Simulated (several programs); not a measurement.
## AgBr (rocksalt) from semi-empirical methods to plane-wave DFT

Rocksalt AgBr, relaxed with r2SCAN in Ansatz, was computed with several methods. The symmetry is Fm-3m (No. 225, cubic); conventional cell a = 5.785 Å, 24.21 Å³ an atom. Ag has 6 Br at 2.89 Å; Br has 6 Ag at 2.89 Å. No spin polarisation and no zero-point or thermal motion.

```
CELL_PARAMETERS angstrom
0.00000 2.89273 2.89273
2.89273 0.00000 2.89273
2.89273 2.89273 0.00000
ATOMIC_POSITIONS crystal
Ag 0.00000 0.00000 0.00000
Br 0.50000 0.50000 0.50000
```

Gaps and times are for a single point on this cell; volume and bulk modulus come from each method's own relaxation or energy curve at fixed shape. Times are rough, from shared hosts (AMD EPYC 9R45; Arm Neoverse V2), and each method has its own mesh and cell size. PM7 (MOPAC), GFN1-xTB (tblite), GFN2-xTB (tblite) treat a cluster of cells at its zone centre, which samples few k points: where these miss a band edge, the gap comes out too large for that reason alone. Gaps from k meshes are read at a limited set of points (mesh, symmetry points, PBE's band edges), so each method's own least gap may be somewhat smaller. xTB and the PM methods were fitted mostly to molecules, and can miss a solid's gap by electronvolts. Minimal bases can be far off for gaps. Times of the plane-wave ladder aren't listed, since it ran on unlike processors and cards. GLLB-SC's gap includes the derivative discontinuity. d marks a direct gap, i an indirect one (no mark: not told apart), a dash a value that wasn't computed or didn't pass its checks.

```csv
method,kind,gap (eV),own volume (Å³/atom),bulk modulus (GPa),atoms computed,processor time
PBEsol,semilocal,–,22.84,–,2,–
light PBE (260 eV and a coarse mesh),light plane-wave,0.78 i,–,–,2,0.64 s
LDA,semilocal,0.38 i,21.77,–,2,–
PBE,semilocal,0.68 i,24.90,39,2,–
GFN1-xTB (tblite),tight binding,1.78,25.23,56,cluster,2.5 s
r2SCAN,semilocal,1.29 i,24.21,45,2,–
PBE+SOC,semilocal,0.59 i,–,–,2,–
GFN2-xTB (tblite),tight binding,3.71,24.09,47,cluster,4.5 s
PBE/SZV (CP2K),small basis,0.54 i,–,–,2,4.8 s
PBE/single zeta (GPAW),small basis,0.38 i,–,–,2,7.4 s
GLLB-SC (GPAW),model potential,1.84,–,–,2,9.3 s
PBE/DZVP (CP2K),small basis,0.69 i,25.44,37,2,16 s
DDH-PBE0,hybrid,1.99 i,–,–,2,–
Hartree-Fock,exact exchange,9.52 i,–,–,2,–
r2SCAN0,hybrid,3.11 i,–,–,2,–
HSE06+SOC,hybrid,1.93 i,–,–,2,–
PM7 (MOPAC),semi-empirical,2.37,–,–,cluster,89 s
PBE0,hybrid,2.69 i,–,–,2,–
HSE06,hybrid,2.03 i,24.78,–,2,–
```

Against HSE06 (2.03 eV) and with closed or daggered gaps left aside, the nearest gap at the points sampled is that of DDH-PBE0 (-0.04 eV) and the farthest that of Hartree-Fock (+7.49 eV). HSE06 is only a yardstick of convenience, and nearness to it can be luck.

Volumes against r2SCAN's: PBEsol -5.7 %, LDA -10.1 %, PBE +2.9 %, GFN1-xTB (tblite) +4.2 %, GFN2-xTB (tblite) -0.5 %, PBE/DZVP (CP2K) +5.1 %, HSE06 +2.4 %.

Only the rows marked +SOC include spin-orbit coupling.
